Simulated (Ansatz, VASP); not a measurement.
## SnTe in VASP and in Ansatz

INCAR

```
PREC     = Accurate       # precision mode
ENCUT    = 520            # plane-wave cutoff, eV
EDIFF    = 1E-6           # SCF threshold, eV
ISMEAR   = 0              # smearing method
SIGMA    = 0.03           # smearing width, eV
LREAL    = False          # projectors in reciprocal space
LASPH    = True           # aspherical terms in the spheres
NELM     = 60             # most SCF steps
ALGO     = Normal         # electronic algorithm
ISIF     = 2              # what is computed and relaxed
LWAVE    = False          # write WAVECAR
LCHARG   = False          # write CHGCAR
GGA      = PE             # functional
NBANDS   = 17             # bands
```

Contents of KPOINTS:

```
regular mesh
0
Gamma
  10 10 10
```

File POSCAR:

```
SnTe
1.0
    0.0000000000      3.1565000000      3.4090200000
    3.1565000000      0.0000000000      3.4090200000
    3.1565000000      3.1565000000      0.0000000000
Sn Te
1 1
Direct
    0.0000000000      0.0000000000      0.0000000000
    0.5000000000      0.5000000000      0.5000000000
```

Input for Ansatz:

```yaml
crystal:
  lattice:
    - [0.0, 3.1565, 3.40902]
    - [3.1565, 0.0, 3.40902]
    - [3.1565, 3.1565, 0.0]
  atoms:
    - { symbol: Sn, position: [0.0, 0.0, 0.0] }
    - { symbol: Te, position: [0.5, 0.5, 0.5] }
basis:
  ecutwfc: 420
kpoints:
  mp_grid: { grid: [10, 10, 10] }
hamiltonian:
  xc: pbe
scf:
  occupations: { method: gaussian, width: 0.03 }
output:
  forces: true
  stress: true
  eigenvalues: true
```

Change from the starting cell: strain +0.000 along x and y, +0.080 along z, atoms carried along.

Alike in both runs: task single point; functional PBE; k mesh 10 × 10 × 10; occupations gaussian, width 0.03 eV; no spin polarisation.

|  | VASP | Ansatz |
| --- | --- | --- |
| version | VASP 6.6.1 | Ansatz 0.2.0 |
| potentials or method | VASP PAW PBE potentials, release 64 (Sn_d, Te) | scalar-relativistic, plane waves, PAW |
| plane-wave cutoff (eV) | 520 | 420 |
| valence electrons in the cell | 20 | 30 |

|  | VASP | Ansatz | Ansatz less VASP |
| --- | --- | --- | --- |
| gap on the k mesh at the Fermi level (eV) | 0.09 | 0.09 | -0.001 |
| least direct gap on the mesh (eV) | 0.09 | 0.09 | -0.001 |
| pressure (GPa) | -0.6 | -0.6 | +0.06 |
| largest component of the traceless stress (GPa) | 4.18 | 4.17 | -0.006 |

The two sets of potentials don't hold the same shells in valence.

Caveats: spin-orbit coupling is left out, which moves the levels of the heavy elements.
